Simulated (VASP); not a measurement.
Here is a VASP 6.6.1 calculation.

The input INCAR:

```
SYSTEM = Be
ALGO = Normal
EDIFF = 1E-7
EDIFFG = -0.01
ENCUT = 600
IBRION = 2
ISIF = 4
ISMEAR = 1
LASPH = .True.
LCHARG = .False.
LREAL = .False.
LWAVE = .False.
NELM = 80
NSW = 40
PREC = Accurate
SIGMA = 0.1
```

The input KPOINTS:

```
k-points
0
Gamma
  18 18 10
  0 0 0
```

Contents of POSCAR:

```
Be                                      
1.0
    2.1965481841     -0.0000000000     -0.0000000000
   -1.0982740921      1.9022665281      0.0000000000
    0.0000000000     -0.0000000000      3.4779427021
  Be            
     2
Direct
     0.3333333332999970    0.6666666667000030    0.2500000000000000
     0.6666666667000030    0.3333333332999970    0.7500000000000000
```

Potentials or basis: VASP PAW LDA potentials, release 64 (Be).

Run with:

```console
$ cat potpaw_LDA.64/Be/POTCAR > POTCAR
$ mpirun -np 1 vasp_std > vasp.out
```

Task: Predict the energy gained by relaxing.

Result: 0.0 meV/atom.

Task: Predict the band gap on the k mesh.

Result: None (metal or under the smearing width).

Final structure:
```cif
data_structure
_symmetry_space_group_name_H-M 'P 1'
_symmetry_Int_Tables_number 1
_cell_length_a 2.1955
_cell_length_b 2.1955
_cell_length_c 3.4813
_cell_angle_alpha 90.000
_cell_angle_beta 90.000
_cell_angle_gamma 120.000
_cell_volume 14.53
loop_
_atom_site_label
_atom_site_type_symbol
_atom_site_fract_x
_atom_site_fract_y
_atom_site_fract_z
_atom_site_occupancy
Be1 Be 0.33333 0.66667 0.25000 1
Be2 Be 0.66667 0.33333 0.75000 1
```
